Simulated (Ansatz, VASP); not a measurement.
**Two plane-wave programs on TaSi2**

```
CELL_PARAMETERS angstrom
2.95143 0.00000 0.00000
-1.47571 2.55601 0.00000
0.00000 0.00000 12.33597
ATOMIC_POSITIONS crystal
Ta 0.00000 0.00000 0.00000
Ta 0.00000 0.00000 0.50000
Si 0.33333 0.66667 0.17027
Si 0.33333 0.66667 0.67027
Si 0.66667 0.33333 0.32973
Si 0.66667 0.33333 0.82973
```

Alike in both runs: task single point; functional PBE; k mesh 12 × 12 × 2; occupations gaussian, width 0.2 eV; no spin polarisation.

|  | VASP | Ansatz |
| --- | --- | --- |
| version | VASP 6.6.1 | Ansatz 0.2.0 |
| potentials or method | VASP PAW PBE potentials, release 64 (Ta_pv, Si) | scalar-relativistic, plane waves, PAW |
| plane-wave cutoff (eV) | 520 | 420 |
| valence electrons in the cell | 38 | 42 |

|  | VASP | Ansatz | Ansatz less VASP |
| --- | --- | --- | --- |
| gap on the k mesh at the Fermi level (eV) | none | none | - |
| pressure (GPa) | 0.1 | 0.0 | -0.04 |
| largest component of the traceless stress (GPa) | 0.17 | 0.16 | -0.008 |
| rms of the force components (eV/Å) | 0.013 | 0.019 | +0.0060 |

Atom by atom the forces differ by 0.006 eV/Å (rms over components). A gap of «none» marks a metal or a gap that the smearing closes. The two sets of potentials don't hold the same shells in valence.

The runs have no spin-orbit coupling, so splittings on Ta are missing.
